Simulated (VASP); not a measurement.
The system is CdTe.

```xyz
16
Lattice="0.0000 6.4100 6.4100 6.4100 0.0000 6.4100 6.4100 6.4100 0.0000" Properties=species:S:1:pos:R:3 pbc="T T T"
Te    4.8075    4.8075    4.8075
Te    8.0125    8.0125    4.8075
Te    8.0125    4.8075    8.0125
Te   11.2175    8.0125    8.0125
Te    4.8075    8.0125    8.0125
Te    8.0125   11.2175    8.0125
Te    8.0125    8.0125   11.2175
Te   11.2175   11.2175   11.2175
Cd    0.0000    0.0000    0.0000
Cd    3.2050    3.2050    0.0000
Cd    3.2050    0.0000    3.2050
Cd    6.4100    3.2050    3.2050
Cd    0.0000    3.2050    3.2050
Cd    3.2050    6.4100    3.2050
Cd    3.2050    3.2050    6.4100
Cd    6.4100    6.4100    6.4100
```

- Program: VASP 6.6.1
- Task: phonon dispersion
- Functional: PBE
- Potentials or basis: VASP PAW PBE potentials, release 64 (Te, Cd)
- Cutoff: 520 eV
- k mesh: 2 × 2 × 2
- Occupations: gaussian, width 0.02 eV
- Spin: no spin polarisation
- Long-range dipole term: yes
- Supercell matrix: [2, 0, 0, 0, 2, 0, 0, 0, 2]
- Further INCAR settings: LREAL = Auto; ALGO = Normal; EDIFF = 1e-07; IBRION = 6; POTIM = 0.015; NSW = 1

Problem. Is this structure dynamically stable at this level, and how far does the spectrum reach?

Solution. Yes, as far as this q mesh shows: no mode on the path is imaginary. The highest frequency is 174 cm⁻¹.

Phonon frequencies at the corners of the path (cm⁻¹, interpolated; i marks imaginary ones):
| point | frequencies |
| --- | --- |
| Γ | 0 0 0 156 156 174 |
| X | 25 25 139 140 165 165 |
| W | 39 54 126 132 167 170 |
| K | 26 55 123 139 163 171 |
| L | 24 24 111 160 160 161 |
| U | 26 55 123 139 163 171 |

A q mesh this small can miss soft modes between its points.

Caveat: the k mesh is coarse (spacing up to 0.42 Å⁻¹), so the values aren't converged.
